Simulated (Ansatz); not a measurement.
Write the native input for Ansatz 0.2.0 that does the following.

| Property | Result |
| --- | --- |
| Task | electrostatic potential |
| Functional | revPBE |
| Potentials or basis | PseudoDojo standard (PBE files) |
| Cutoff | 1007 eV (not typed: the program's choice for these potentials) |
| k mesh | 12 × 12 × 12 |
| Occupations | fermi-dirac, width 0.1 eV |
| Spin | spin-orbit coupling, no magnetisation |

The system is W.

```xyz
1
Lattice="-1.5823 1.5823 1.5823 1.5823 -1.5823 1.5823 1.5823 1.5823 -1.5823" Properties=species:S:1:pos:R:3 pbc="T T T"
W     0.0000    0.0000    0.0000
```

One way to write it, as run:

input.yaml

```yaml
crystal:
  lattice: { a: 3.16469, b: 3.16469, c: 3.16469, alpha: 90.0, beta: 90.0, gamma: 90.0 }
  space_group: 229
  reduce_to_primitive: true
  atoms:
    - { symbol: W, wyckoff: "2a", position: [0.0, 0.0, 0.0] }
hamiltonian:
  xc: revpbe
  pseudopotentials: { kind: nc_fr }
magnetization:
  noncollinear: true
  spin_orbit: true
kpoints:
  mp_grid: { grid: [12, 12, 12] }
scf:
  occupations: { method: fermi_dirac, width: 0.1 }
output:
  forces: true
  stress: true
  eigenvalues: true
  write_density: true
  write_potential: true
  elf: true
  volumetric_format: npy
```

Potentials or basis: PseudoDojo standard (PBE files).

Run with:

```console
$ ansatz run input.yaml --threads 1 --pin off --max-ram 2560MiB --backend cpu --events-out ev --progress --plain --runs-dir out
```

It gave:

| Property | Result |
| --- | --- |
| Pressure | 9.5 GPa |
| Band gap on the k mesh | none (metal or under the smearing width) |

Caveat: the potentials were made for another functional, which shifts forces and pressure.

Wall time 17 s on 1 thread of Arm Neoverse V1, on a shared host, peak memory 0.38 GiB.
